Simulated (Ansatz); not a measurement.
The system is HfO2.

```xyz
12
Lattice="5.5564 0.0000 0.0000 0.0000 3.3336 0.0000 0.0000 0.0000 6.5050" Properties=species:S:1:pos:R:3 pbc="T T T"
Hf    4.1600    2.5002    3.9542
Hf    1.3964    0.8334    2.5508
Hf    1.3818    2.5002    5.8033
Hf    4.1746    0.8334    0.7017
O     3.5533    0.8334    2.7542
O     2.0031    2.5002    3.7508
O     0.7751    0.8334    0.4983
O     4.7813    2.5002    6.0067
O     2.8937    0.8334    5.4736
O     2.6627    2.5002    1.0313
O     0.1155    0.8334    4.2838
O     5.4409    2.5002    2.2212
```

Measurements of this composition are mostly on another form, of space group No. 14.

Base run:

```yaml
Program: Ansatz 0.2.0
Functional: PBEsol
Potentials_or_basis: Ansatz PAW
Cutoff: "420 eV (not typed: the program's choice for these potentials)"
k_mesh: 4 × 6 × 3
Occupations: fermi-dirac, width 0.05 eV
Spin: no spin polarisation
```

Its results: band gap on the k mesh 3.35 eV, direct; pressure -5.8 GPa; largest force 0.021 eV/Å.

Problem. The run is repeated on the same cell with these changes: functional from PBEsol to RPBE. What comes out?

Solution. Band gap on the k mesh 3.52 eV, direct; pressure 8.9 GPa; largest force 0.104 eV/Å.

RPBE binds less tightly than PBEsol, so the same cell stands under more pressure.

Caveats: spin-orbit coupling is left out, which moves the levels of the heavy elements; the PAW data sets come from PBE, with cores solved anew for the run's functional, which leaves a small shift of forces and pressure.
